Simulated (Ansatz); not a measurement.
ZrS2:

```
Zr S
1.0
     3.69138    0.00000    0.00000
    -1.84569    3.19683    0.00000
     0.00000    0.00000    6.04108
Zr S
1 2
Direct
  0.00000 0.00000 0.00000
  0.33333 0.66667 0.23791
  0.66667 0.33333 0.76209
```

The cell is a database's computed one.

Below is the output of Ansatz 0.2.0 for this cell. Logs are shortened: lines on timing, memory, paths and dates and some standing lists are left out, and cuts for length are marked.

```text
Warning: RAYON_NUM_THREADS=2 ignored (pool sized by the plan → 2); use --threads N
Engine: ansatz 0.2.0, x86_64-unknown-linux-gnu
Pseudopotentials: kind: paw
Pseudopotential: Zr, paw, valence charge 12, recommended cutoff 420 eV (normal), Zr.paw.azcp
Pseudopotential: S, paw, valence charge 6, recommended cutoff 420 eV (normal), S.paw.azcp
Functional definition: PBE
  parameter kappa = 0.804
  parameter beta = 0.06672455060314922
  exchange = pbe_x(kappa = kappa, mu = beta*pi^2/3)
  correlation = pbe_c(beta = beta)
Crystal: 3 atoms, lattice volume = 71.289 Å³
Basis set: ecut = 420 eV, 1389 PW (Γ), exchange–correlation on 50×50×90 points (8 copies of the dense FFT grid, shifted against one another)
Bands: 16, of which v1, the nominal top of the filled ones, is band 12 counted from 1 (11 counted from 0)
Symmetry: 12 space group operations
Space group: P-3m1 (ITA 164), of the structure as read, at distance tolerance 4.1e-5 Å
k-points: 40 of 320
Non-local potential: Zr, projectors of the file, l = 0: 3, l = 1: 2, l = 2: 2, l = 3: 2
Non-local potential: S, projectors of the file, l = 0: 2, l = 1: 2, l = 2: 2
PAW form: soft (Blöchl's): semilocal exchange-correlation on the pseudo side does not see the compensation charge
PAW one-centre angular grid: Zr, 590 points (default); XC on 64 Gauss nodes
PAW one-centre angular grid: S, 110 points (default); XC on 64 Gauss nodes
Initial density: superposition of atomic densities (neutral atoms: chi_scale 0, normalization atom), corrected by the library's trained network
Initial wavefunctions: pseudopotential atomic-orbital guess
Functional: x = pbe(κ = 0.804, μ = 0.2195149727645171), c = pbe(β = 0.06672455060314922)
SCF iter   1: F=—  HF=-5992.636544 eV  |F-HF|=—  |Δ(HF+E_count)|=         —  Δρ=1.25e-3  dr2=1.71e-3  ethr=1.77e-3  ⟨swp⟩=6.0  Hψ=3619  notcnv=0
preconditioner: auto → Resta (q_TF=auto, 2.276 Å⁻¹)  ε∞=6.2  [insulator: Δε(μ)=1.048 eV  Ē_g=7.720 eV  σ=0.021 eV  W_gap=1.00  n_scr=22 (ndim 8)  ℏωp=17.6 eV  f_vac=0.029  D(μ)=0.00/eV (n_scr^D=0)  ε∞_Penn≈6.2]
SCF iter   2: F=—  HF=-5992.635869 eV  |F-HF|=—  |Δ(HF+E_count)|=   6.74e-4  Δρ=6.54e-4  dr2=3.46e-4  ethr=7.14e-6  ⟨swp⟩=2.1  Hψ=1377  notcnv=0
SCF iter   3: F=—  HF=-5992.636078 eV  |F-HF|=—  |Δ(HF+E_count)|=   2.09e-4  Δρ=1.70e-4  dr2=2.21e-5  ethr=1.44e-6  ⟨swp⟩=2.0  Hψ=892  notcnv=0
SCF iter   4: F=—  HF=-5992.636094 eV  |F-HF|=—  |Δ(HF+E_count)|=   1.65e-5  Δρ=5.62e-5  dr2=3.31e-6  ethr=9.20e-8  ⟨swp⟩=2.0  Hψ=850  notcnv=0
SCF iter   5: F=—  HF=-5992.636097 eV  |F-HF|=—  |Δ(HF+E_count)|=   2.95e-6  Δρ=1.28e-5  dr2=2.30e-7  ethr=1.38e-8  ⟨swp⟩=2.0  Hψ=932  notcnv=0
SCF iter   6: F=-5992.636097 eV  HF=-5992.636097 eV  |F-HF|=1.11e-8  |Δ(HF+E_count)|=   1.87e-7  Δρ=5.17e-6  dr2=4.18e-8  ethr=4.17e-10  ⟨swp⟩=9.4  Hψ=4192  notcnv=0
SCF 1 converged in 6 iterations: F = -5992.636097 eV  dr2 = 4.18e-8
  greatest PAW one-centre occupation: 0.995 electrons in one spin orbital (limit 2), on the Zr atom at site 0 (counted from 0), in its partial waves of l = 0
SCF converged after 6 iterations
Free energy (F): -5992.636097 eV
Harris-Foulkes:  -5992.636097 eV  (|F-HF|=1.11e-8)
Internal energy: -5992.636097 eV  (E = F + TS)
E sigma→0 (E₀):  -5992.636097 eV
Fermi energy:    6.959585 eV
--- Per-component energies (eV) ---
  E_band       = -178.973446
  E_kinetic    = 546.022460
  E_local      = -1385.225154  (includes V_loc(G=0)·N_el)
  E_nonlocal   = 134.534346
  E_hartree    = 490.742005
  E_xc         = -356.634915
  E_vxc        = -366.637097  (∫ρ·V_xc dr)
  E_paw        = -4153.791587  (= ΣΔE_a)
  E_vpaw       = -89.156731  (= ΣTr[D̂ρ^β])
  E_aug_tail   = 0.000027  (compensation charges beyond the density's cutoff)
  E_ewald      = -1268.283280
  E_smearing   = -0.000000  (= −TS)
  E_closure    = 0.000000  (closes the sum)
  Σ components = -5992.636097   (vs F -5992.636097, Δ=0.00e0)
--- Forces (eV/Å), atoms counted from 1 ---
  atom   1  Zr     0.00000000     0.00000000     0.00000000
  atom   2  S      0.00000000    -0.00000000     0.04448479
  atom   3  S      0.00000000     0.00000000    -0.04448479
  max |Σ_I F_I| component: 1.85e-17 eV/Å
--- Stress (GPa, compression-positive) ---
        0.130905       0.000000       0.000000
        0.000000       0.130905       0.000000
       -0.000000       0.000000       1.191280
  P = ⅓ Tr σ = 0.4844 GPa (4.844 kbar)
--- Band table (eV; the first three rows and the last of 40) ---
  k-point 0: bands = ["-42.5474", "-20.6050", "-20.4585", "-20.4585", "-6.1384", "-4.7425", "2.2344", "3.6625", "3.6625", "6.3427", "6.3427", "6.3847", "8.0216", "8.0216", "8.8655", "11.4339"]
  k-point 1: bands = ["-42.5474", "-20.6052", "-20.4585", "-20.4585", "-6.0830", "-4.8328", "2.4729", "3.6718", "3.6718", "5.8786", "6.3088", "6.3088", "8.0128", "8.0128", "9.0227", "11.5290"]
  k-point 2: bands = ["-42.5474", "-20.6054", "-20.4585", "-20.4585", "-5.9745", "-4.9957", "2.9959", "3.6871", "3.6871", "5.0357", "6.2548", "6.2548", "7.9984", "7.9984", "9.1657", "11.6910"]
  k-point 39: bands = ["-42.5282", "-20.6581", "-20.5904", "-20.5455", "-5.0063", "-4.8233", "2.7488", "3.0977", "3.7452", "4.3885", "4.6039", "5.0112", "8.5280", "9.4025", "9.5502", "11.5074"]
```

Problem. What input gives this log?

Solution. Single point with PBE, no spin polarisation. The files as run (others can give the same):

input.yaml
```yaml
crystal:
  lattice:
    - [3.6913825498, 0.0, 0.0]
    - [-1.8456912749, 3.1968310632, 0.0]
    - [0.0, 0.0, 6.04107701]
  atoms:
    - { symbol: Zr, position: [0.0, 0.0, 0.0] }
    - { symbol: S, position: [0.3333333333, 0.6666666667, 0.23790997] }
    - { symbol: S, position: [0.6666666667, 0.3333333333, 0.76209003] }
hamiltonian:
  xc: pbe
  pseudopotentials: { kind: paw }
kpoints:
  mp_grid: { grid: [8, 8, 5] }
scf:
  occupations: { method: gaussian, width: 0.021 }
output:
  forces: true
  stress: true
  eigenvalues: true
  write_density: true
  write_potential: true
  elf: true
  volumetric_format: npy
```

Potentials or basis: Ansatz PAW.
Run with:
```sh
$ ansatz run input.yaml --threads 2 --pin off --max-ram 5632MiB --backend cpu --events-out ev --progress --plain --runs-dir out
```

Caveat: odd divisions of the mesh miss points on the zone boundary, where band edges often lie, so the gap on the mesh can be too wide; this functional lacks dispersion, which binds the layers, so the pressure and a relaxed spacing across them are unreliable.
